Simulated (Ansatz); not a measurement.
# ZrB2 (P6/mmm) in Ansatz: a series of runs

Aim: see how the results for ZrB2 move with the level of theory and the settings. Levels: revPBE+D4, RPBE+D3(BJ)+ATM, PBEsol+D3(BJ)+ATM. Tasks: single point, atomic charges, relaxation of cell and atoms.

All numbers are computed with Ansatz 0.2.0; they aren't measurements. Logs are shortened: lines on timing, memory, paths and dates and some standing lists are left out, and cuts for length are marked.

### 1 The structure

The structure is hexagonal, space group P6/mmm (No. 191). The conventional cell has a = 3.170 Å, b = 3.170 Å, c = 3.533 Å, α = 90.00°, β = 90.00°, γ = 120.00°. Zr (site symmetry 6/mmm) has 12 B at 2.54 Å as nearest neighbours. B (site symmetry -6m2) is surrounded by 3 B at 1.83 Å.

### 2 Single point, revPBE+D4, spin-orbit coupling, no magnetisation

run.py

```python
import json

import ase.io
import numpy as np
from ase.calculators.calculator import CalculationFailed, Calculator
from ase.stress import full_3x3_to_voigt_6_stress
from ase.units import GPa

import ansatz as az

class AnsatzCalculator(Calculator):
    implemented_properties = ["energy", "free_energy", "forces", "stress", "magmom"]

    def calculate(self, atoms, properties, system_changes):
        super().calculate(atoms, properties, system_changes)
        structure = atoms.copy()
        structure.set_constraint()
        structure.set_momenta(None)
        structure.set_masses(None)
        outcome = (
            az.Crystal.from_ase(structure)
            .calculation()
            .basis(xc_grid=2)
            .kpoints(10, 10, 8)
            .functional("revpbe", dispersion="d4")
            .pseudopotentials(kind="nc_fr")
            .spin("noncollinear", soc=True)
            .scf(tolerance=2e-10)
            .occupations(method="methfessel_paxton", width=0.1)
            .forces()
            .stress()
            .run(threads=2)
        )
        if not outcome.report["converged"]:
            raise CalculationFailed("SCF not converged")
        report = outcome.report
        self.results = {
            "free_energy": report["lagrangian_ev"],
            "energy": report["lagrangian_ev"],
            "forces": np.array(report["forces_ev_ang"]),
            "stress": -GPa * full_3x3_to_voigt_6_stress(report["stress_gpa"]),
            "magmom": report["magnetization_mub"],
        }

np.set_printoptions(precision=5, suppress=True, linewidth=110)
atoms = ase.io.read("ZrB2.xyz")
atoms.calc = AnsatzCalculator()
print(f"free energy {atoms.get_potential_energy():.6f} eV")
print("forces (eV/A)", atoms.get_forces(), sep="\n")
print("stress (GPa, Voigt, tension positive)", atoms.get_stress() / GPa, sep="\n")
print(f"moment {atoms.get_magnetic_moment():.4f} muB")
```

ZrB2.xyz

```xyz
3
Lattice="3.1700000000 0.0000000000 0.0000000000 -1.5850000000 2.7453005300 0.0000000000 0.0000000000 0.0000000000 3.5330000000" Properties=species:S:1:pos:R:3 pbc="T T T"
Zr     0.0000000000      0.0000000000      0.0000000000
B      1.5850000002      0.9151001766      1.7665000000
B     -0.0000000002      1.8302003534      1.7665000000
```

Potentials or basis: Ansatz NC.

On the command line:

```bash
python run.py
```

The program printed:

```text
DeckWarning: basis.ecutwfc = 1034.032677 eV, auto-derived from the records' recommended cutoffs: set by B (normal level)
PlacementWarning: RAYON_NUM_THREADS=2 ignored (pool sized by the plan → 2); use plan(threads=…)
free energy -1542.568687 eV
forces (eV/A)
[[ 0.  0.  0.]
 [ 0. -0.  0.]
 [ 0.  0.  0.]]
stress (GPa, Voigt, tension positive)
[ 8.1386   8.1386   9.52826 -0.      -0.      -0.     ]
moment 0.0000 muB
```

engine_input.yaml:

```text
crystal:
  lattice:
    - [3.17, 0.0, 0.0]
    - [-1.585, 2.74530053, 0.0]
    - [0.0, 0.0, 3.533]
  atoms:
    - { symbol: Zr, position: [0.0, 0.0, 0.0] }
    - { symbol: B, position: [0.6666666667176162, 0.3333333333090494, 0.5] }
    - { symbol: B, position: [0.3333333332823838, 0.6666666666909505, 0.5] }
basis:
  xc_grid: 2
kpoints:
  mp_grid:
    grid: [10, 10, 8]
hamiltonian:
  xc: revpbe
  dispersion: d4
  pseudopotentials:
    kind: nc_fr
magnetization:
  noncollinear: true
  spin_orbit: true
scf:
  convergence:
    dr2_threshold: 2.0e-10
  occupations:
    method: methfessel_paxton
    width: 0.1
output:
  forces: true
  stress: true
```

Wall time 10 s (2 threads of Arm Neoverse V1, shared host); peak memory 0.69 GiB.

Results:

| Property | Result |
| --- | --- |
| Free energy | -1542.5687 eV |
| Pressure | -8.6 GPa |

Caveat: the potentials were made for another functional, which shifts forces and pressure.

### 3 Single point, revPBE+D4, spin-orbit coupling, no magnetisation

input.yaml

```yaml
crystal:
  lattice:
    - [3.17, 0.0, 0.0]
    - [-1.585, 2.74530053, 0.0]
    - [0.0, 0.0, 3.533]
  atoms:
    - { symbol: Zr, position: [0.0, 0.0, 0.0] }
    - { symbol: B, position: [0.6666666667, 0.3333333333, 0.5] }
    - { symbol: B, position: [0.3333333333, 0.6666666667, 0.5] }
hamiltonian:
  xc: revpbe
  pseudopotentials: { kind: nc_fr }
  dispersion: d4
magnetization:
  noncollinear: true
  spin_orbit: true
kpoints:
  mp_grid: { grid: [10, 10, 8] }
scf:
  occupations: { method: methfessel_paxton, width: 0.1 }
output:
  forces: true
  stress: true
  eigenvalues: true
```

Potentials or basis: PseudoDojo standard (PBE files).

On the command line:

```bash
ansatz run input.yaml --threads 2 --pin off --max-ram 5120MiB --backend cpu --events-out ev --progress --plain --runs-dir out
```

Wall time 10 s (2 threads of Arm Neoverse V1, shared host); peak memory 0.56 GiB.

Results (log left out):

- Free energy: -1542.5687 eV
- Pressure: -8.6 GPa
- Band gap on the k mesh: none (metal or under the smearing width)

Stress tensor (GPa, compression positive):
```
-8.14  0.00  0.00
 0.00 -8.14  0.00
 0.00  0.00 -9.53
```

Levels at points of the mesh, in eV from the Fermi level:
| k point | band 14 | band 15 | band 16 | band 17 | band 18 | band 19 | band 20 | band 21 | band 22 | band 23 |
| --- | --- | --- | --- | --- | --- | --- | --- | --- | --- | --- |
| (0.00, 0.00, 0.00) | -2.53 | -2.47 | -2.47 | -2.27 | -2.27 | 3.47 | 3.47 | 3.54 | 3.54 | 4.22 |
| (0.00, 0.00, -0.50) | -0.88 | -0.88 | -0.88 | 0.42 | 0.42 | 0.45 | 0.45 | 0.84 | 0.84 | 0.94 |
| (0.00, -0.50, 0.00) | -3.80 | -2.98 | -2.98 | -2.57 | -2.57 | 2.33 | 2.33 | 2.42 | 2.42 | 5.00 |
| (0.00, -0.50, -0.50) | -4.52 | -4.03 | -4.03 | -1.94 | -1.94 | 3.85 | 3.85 | 4.20 | 4.20 | 5.38 |

Caveat: the potentials were made for another functional, which shifts forces and pressure; pairwise dispersion overbinds metals, which lowers pressure and volume.

### 4 Atomic charges, RPBE+D3(BJ)+ATM (atoms moved at random, drawn with an rms of 0.1 Å)

run.py

```python
import json

import ase.io
import numpy as np

import ansatz as az

atoms = ase.io.read("POSCAR", format="vasp")

calculation = (
    az.Crystal.from_ase(atoms)
    .calculation()
    .kpoints(7, 7, 6)
    .functional("rpbe", dispersion="d3bjatm")
    .pseudopotentials(kind="paw")
    .occupations(method="tetrahedron")
    .density()
    .potential()
    .output_files(volumetric_format="npy")
    .populations()
    .electron_localization_function()
    .bader_charges()
    .forces()
    .stress()
)
outcome = calculation.run(threads=2, events_out="events.jsonl")

report = outcome.report
for line in open("events.jsonl"):
    event = json.loads(line)
    if event["event"] == "scf_iter":
        d = event["data"]
        print(f"SCF {d['iter']:3d}  HF = {d['harris_foulkes_ev']:.6f} eV  dr2 = {d['dr2_ev']:.2e} eV")
    elif event["event"] in ("relax_step", "md_step"):
        d = event["data"]
        print(f"{event['event']} {d['step']:3d}  E = {d['lagrangian_ev']:.6f} eV")
np.set_printoptions(precision=5, suppress=True, linewidth=110)
print("converged:", report["converged"], "after", report["n_iterations"], "iterations")
print(f"free energy {report['free_energy_ev']:.6f} eV, Fermi level {report['fermi_energy_ev']:.4f} eV")
for key in ("band_edges_ev", "magnetization_mub", "site_moments_mub", "site_moments_nc_mub", "forces_ev_ang",
                "stress_gpa", "kpoints_frac", "eigenvalues_ev"):
    if report.get(key) is not None:
        print(key, np.array(report[key]), sep="\n")
```

POSCAR

```
ZrB2
1.0
    3.1700000000      0.0000000000      0.0000000000
   -1.5850000000      2.7453005300      0.0000000000
    0.0000000000      0.0000000000      3.5330000000
Zr B
1 2
Direct
    0.0309200000     -0.0047870000     -0.0294560000
    0.6563560000      0.3289840000      0.4925870000
    0.3351910000      0.6303780000      0.5043730000
```

Potentials or basis: Ansatz PAW.

On the command line:

```bash
python run.py
```

It took 27 s on 2 threads of Arm Neoverse V1, shared host; peak memory 0.49 GiB.

The run converged. Its results:

```yaml
Free_energy: -4513.6161 eV
Pressure: -27.0 GPa
Largest_force: 2.098 eV/Å
Band_gap_on_the_k_mesh: none (metal or under the smearing width)
Bader_charges: Zr +1.56; B -0.79, -0.78 e
```

Forces on the atoms (eV/Å):
```
Zr  -1.188 -0.712  1.536
B    1.910 -0.690 -0.524
B   -0.722  1.402 -1.012
```

Stress tensor (GPa, compression positive):
```
-27.19   0.56  -1.83
  0.56 -25.12  -1.28
 -1.83  -1.28 -28.64
```

Levels at points of the mesh, in eV from the Fermi level:
```tsv
k point	band 7	band 8	band 9	band 10	band 11	band 12
(0.00, 0.00, 0.00)	-3.01	-2.20	-1.92	2.99	3.36	3.62
(0.00, 0.00, -0.50)	-1.89	-0.54	-0.10	0.76	0.82	1.13
```

Caveat: the potentials were made for another functional, which shifts forces and pressure; pairwise dispersion overbinds metals, which lowers pressure and volume; with tetrahedron occupations forces and stress needn't match the slope of the energy.

### 5 Relaxation of cell and atoms, PBEsol+D3(BJ)+ATM

run.py: that of step 4 with these lines changed.

```diff
@@ -7,3 +7,4 @@
 
-atoms = ase.io.read("POSCAR", format="vasp")
+atoms = ase.io.read("ZrB2.cif")
+atoms.info.pop("occupancy", None)
 
@@ -12,12 +13,7 @@
     .calculation()
-    .kpoints(7, 7, 6)
-    .functional("rpbe", dispersion="d3bjatm")
-    .pseudopotentials(kind="paw")
-    .occupations(method="tetrahedron")
-    .density()
-    .potential()
-    .output_files(volumetric_format="npy")
-    .populations()
-    .electron_localization_function()
-    .bader_charges()
+    .kpoints(10, 10, 8)
+    .functional("pbesol", dispersion="d3bjatm")
+    .pseudopotentials(kind="nc", source="spms", xc_functional="pbe")
+    .occupations(method="methfessel_paxton", width=0.1)
+    .relax(force_tolerance=0.01, max_steps=40, cell=True, stress_tolerance=0.05)
     .forces()
@@ -40,3 +36,3 @@
 for key in ("band_edges_ev", "magnetization_mub", "site_moments_mub", "site_moments_nc_mub", "forces_ev_ang",
-                "stress_gpa", "kpoints_frac", "eigenvalues_ev"):
+                "stress_gpa"):
     if report.get(key) is not None:
```

ZrB2.cif

```cif
data_ZrB2
_cell_length_a 3.17000000
_cell_length_b 3.17000000
_cell_length_c 3.53300000
_cell_angle_alpha 90.00000000
_cell_angle_beta 90.00000000
_cell_angle_gamma 120.00000000
_space_group_name_H-M_alt 'P6/mmm'
_space_group_name_Hall '-P 6 2'
_space_group_IT_number 191
loop_
_space_group_symop_operation_xyz
'x,y,z'
'-x,-y,-z'
'x-y,x,z'
'-x+y,-x,-z'
'-y,x-y,z'
'y,-x+y,-z'
'-x,-y,z'
'x,y,-z'
'-x+y,-x,z'
'x-y,x,-z'
'y,-x+y,z'
'-y,x-y,-z'
'-y,-x,-z'
'y,x,z'
'-x,-x+y,-z'
'x,x-y,z'
'-x+y,y,-z'
'x-y,-y,z'
'y,x,-z'
'-y,-x,z'
'x,x-y,-z'
'-x,-x+y,z'
'x-y,-y,-z'
'-x+y,y,z'
loop_
_atom_site_label
_atom_site_type_symbol
_atom_site_symmetry_multiplicity
_atom_site_Wyckoff_symbol
_atom_site_fract_x
_atom_site_fract_y
_atom_site_fract_z
_atom_site_occupancy
Zr1 Zr 1 a 0.0000000000 0.0000000000 0.0000000000 1
B1 B 2 d 0.6666666667 0.3333333333 0.5000000000 1
```

Potentials or basis: SPMS NC.

On the command line:

```bash
python run.py
```

Run time: 12 s. Hardware: 2 threads of Arm Neoverse V1, shared host; peak memory 0.46 GiB.

Results (log left out):

* Free energy: -1548.9317 eV
* Relaxed volume: 9.92 Å³/atom
* Relaxed cell: a = 3.138 Å, b = 3.138 Å, c = 3.490 Å, α = 90.00°, β = 90.00°, γ = 120.00°
* Space group after relaxing (to 0.05 Å): P6/mmm (No. 191)
* Energy gained by relaxing: 8.5 meV/atom
* Ionic steps: 6
* Pressure after relaxing: 0.0 GPa

The path:
| step | energy change (eV) | largest force (eV/Å) | volume (Å³) |
| --- | --- | --- | --- |
| 1 | 0.0000 | 0.0000 | 30.75 |
| 2 | -0.0159 | 0.0000 | 29.28 |
| 3 | -0.0261 | 0.0000 | 29.73 |
| 4 | -0.0268 | 0.0000 | 29.77 |
| 5 | -0.0268 | 0.0000 | 29.75 |
| 6 | -0.0256 | 0.0000 | 29.75 |

Final structure:
```
Zr B
1.0
     3.13766    0.00000    0.00000
    -1.56883    2.71729    0.00000
     0.00000    0.00000    3.48976
Zr B
1 2
Cartesian
  0.0000 0.0000 0.0000
  1.5688 0.9058 1.7449
  0.0000 1.8115 1.7449
```

### 6 Overview

```tsv
task	level	potentials or basis	spin	cell	k mesh	cutoff (eV)	smearing	driver	gap on the mesh (eV)	pressure (GPa)
single point	revPBE+D4	Ansatz NC	SOC, no magnetisation	as given	10 × 10 × 8	1034	methfessel-paxton 0.1 eV	calculator	-	-8.6
single point	revPBE+D4	PseudoDojo standard (PBE files)	SOC, no magnetisation	as given	10 × 10 × 8	1034	methfessel-paxton 0.1 eV	-	none	-8.6
atomic charges	RPBE+D3(BJ)+ATM	Ansatz PAW	off	atoms moved at random, drawn with an rms of 0.1 Å	7 × 7 × 6	420	tetrahedron	chain	none	-27.0
relaxation of cell and atoms	PBEsol+D3(BJ)+ATM	SPMS NC	off	relaxed	10 × 10 × 8	789	methfessel-paxton 0.1 eV	chain	-	0.0
```

Caveats: the potentials were made for another functional, which shifts forces and pressure (some runs); pairwise dispersion overbinds metals, which lowers pressure and volume (some runs); with tetrahedron occupations forces and stress needn't match the slope of the energy (some runs).

Total energies depend on the potentials used, so only differences within one code and one set of settings carry meaning.
